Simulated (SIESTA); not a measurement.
The system is PbS.

```
Pb S
1.0
     2.07995   -5.99130    0.00000
     2.07995    5.99130    0.00000
     0.00000    0.00000    4.27932
Pb S
2 2
Cartesian
  2.0800 4.4268 1.0698
  2.0800 -4.4268 3.2095
  2.0800 1.7399 1.0698
  2.0800 -1.7399 3.2095
```

Measurements of this composition are mostly on another form, of space group No. 225.

Base run:

- Program: SIESTA 5.4.2
- Functional: BLYP
- Potentials or basis: PseudoDojo 0.4 standard (PBE files)
- Basis: DZP (energy shift 0.002 Ry)
- Grid cutoff: 500 Ry
- Energy shift: 0.002 Ry
- k mesh: 7 × 7 × 6
- Occupations: fermi-dirac, width 0.05 eV
- Spin: no spin polarisation

Its results: band gap on the k mesh 1.24 eV, indirect (least direct gap 1.48 eV); pressure 5.9 GPa; largest force 0.485 eV/Å.

**Question.** The run is repeated on the same cell with these changes: functional from BLYP to PBE; basis from DZP (energy shift 0.002 Ry) to DZ (energy shift 0.002 Ry). What comes out?

**Answer.** Band gap on the k mesh 1.38 eV, indirect (least direct gap 1.58 eV); pressure 4.0 GPa; largest force 0.891 eV/Å.

Several settings changed at once, so the effect can't be laid on one alone.

Caveats: semicore shells carry a single zeta, which can move pressures by several GPa and volumes by a few percent; spin-orbit coupling is left out, which as a rule narrows the gap of such compounds by several tenths of an eV; the mesh misses the band edges, which the band path finds closer together; the basis of atomic orbitals isn't converged, which shifts pressures, moduli and gaps; the potentials were made for another functional, which shifts forces and pressure (some runs); the basis has no polarisation orbitals (some runs).
